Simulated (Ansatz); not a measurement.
## Be under changes of volume

One of the cells (8.105 Å³/atom); the others are scaled copies at fixed shape and fractional positions:

```
Be
1.0
     2.28530    0.00000    0.00000
    -1.14265    1.97913    0.00000
     0.00000    0.00000    3.58420
Be
2
Direct
  0.66667 0.33333 0.75000
  0.33333 0.66667 0.25000
```

```yaml
Program: Ansatz 0.2.0
Functional: PBEsol
Potentials_or_basis: Ansatz PAW
Cutoff: "420 eV (not typed: the program's choice for these potentials)"
k_mesh: 13 × 13 × 8
Occupations: fermi-dirac, width 0.05 eV
Spin: no spin polarisation
```

```csv
volume (Å³/atom),energy over the lowest point (meV/atom),pressure (GPa)
7.619,2.40,3.8
7.781,0.00,1.0
7.943,?,?
8.105,3.03,-3.9
8.268,8.03,-6.0
8.430,15.09,-7.9
8.592,24.04,-9.7
```

Task: What does the run at 7.943 Å³/atom give?

Result: Energy over the lowest point 0.28 meV/atom; pressure -1.5 GPa.

Worked out: A Birch-Murnaghan fit of order 3 (a polynomial in V^(-2/3)) to the other rows has its minimum at 7.84 Å³/atom with B0 = V·E''(V) = 124 GPa and B' = 3.2 at fixed shape and positions, which overstates the stiffness. It gives 0.29 meV/atom at 7.943 Å³/atom, against the run's 0.28, and -dE/dV = -1.5 GPa, against -1.5.

Energies are extrapolated to zero smearing.

Caveats: the PAW data sets come from PBE, with cores solved anew for the run's functional, which leaves a small shift of forces and pressure.
